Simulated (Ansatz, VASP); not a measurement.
# Mo6H in VASP and in Ansatz

```xyz
7
Lattice="3.1370 0.0000 0.0000 0.0000 3.1370 0.0000 0.0000 0.0000 9.9245" Properties=species:S:1:pos:R:3 pbc="T T T"
H     1.5685    1.5685    0.0000
Mo    1.5685    1.5685    1.8644
Mo    1.5685    1.5685    8.0601
Mo    0.0000    0.0000    0.0000
Mo    0.0000    0.0000    6.5576
Mo    0.0000    0.0000    3.3668
Mo    1.5685    1.5685    4.9622
```

Alike in both runs: functional PBE; k mesh 5 × 5 × 2; occupations gaussian, width 0.2 eV; no spin polarisation.

Ansatz relaxed the structure, and its values are those at the end. VASP's run is a single point on that final structure, the one shown.

|  | VASP | Ansatz |
| --- | --- | --- |
| version | VASP 6.6.1 | Ansatz 0.2.0 |
| potentials or method | VASP PAW PBE potentials, release 64 (H, Mo_sv) | scalar-relativistic, plane waves, PAW |
| plane-wave cutoff (eV) | 520 | 420 |
| valence electrons in the cell | 85 | 85 |

VASP gave:

* gap on the k mesh at the Fermi level (eV): none
* pressure (GPa): 0.6
* rms of the force components (eV/Å): 0.015

**Question.** Estimate Ansatz's values.

**Answer.** gap on the k mesh at the Fermi level (eV): none; pressure (GPa): 0.2; rms of the force components (eV/Å): 0.013.

A gap of «none» marks a metal or a gap that the smearing closes. The functional is the same, so the differences come from potentials, cutoffs and numerics.

Caveats: the k mesh is coarse (spacing up to 0.40 Å⁻¹), so the values aren't converged.
